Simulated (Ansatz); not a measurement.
# GaCo: the cost of one run

Computed with Ansatz 0.2.0 (DFT PBE, scalar-relativistic, plane waves, PAW, unless a step's input says otherwise).

1 further run of the same task is left out (it didn't finish).

### 1 Starting point

The structure is cubic, space group Pm-3m (No. 221). Conventional cell: a = 2.878 Å, b = 2.878 Å, c = 2.878 Å, α = 90.00°, β = 90.00°, γ = 90.00°. Ga (site symmetry m-3m) has 8 Co at 2.49 Å as nearest neighbours. Around Co (site symmetry m-3m) lie 8 Ga at 2.49 Å.

Coordinates:

```
CELL_PARAMETERS angstrom
2.87800 0.00000 0.00000
0.00000 2.87800 0.00000
0.00000 0.00000 2.87800
ATOMIC_POSITIONS crystal
Ga 0.50000 0.50000 0.50000
Co 0.00000 0.00000 0.00000
```

The structure comes from the Crystallography Open Database.

(A quick probe on a coarse mesh, which set the mesh and smearing, is not shown.)

### 3 Reference: the cell as listed

The input, input.yaml:

```yaml
crystal:
  lattice:
    - [2.878, 0.0, 0.0]
    - [0.0, 2.878, 0.0]
    - [0.0, 0.0, 2.878]
  atoms:
    - { symbol: Ga, position: [0.5, 0.5, 0.5] }
    - { symbol: Co, position: [0.0, 0.0, 0.0], spin: 0.32 }
basis:
  ecutwfc: 420
kpoints:
  mp_grid: { grid: [14, 14, 14] }
hamiltonian:
  xc: pbe
scf:
  occupations: { method: gaussian, width: 0.1 }
output:
  forces: true
  stress: true
  eigenvalues: true
  populations: true
magnetization:
  spin_polarized: true
```

On the command line:

```
ansatz run input.yaml --threads 1 --pin off --max-ram 2560MiB --backend cpu --events-out ev --progress --plain --runs-dir out
```

Q: Estimate wall time and peak memory on 1 thread of Arm Neoverse V1, shared host.

About 12 s, with a peak of 0.38 GiB.
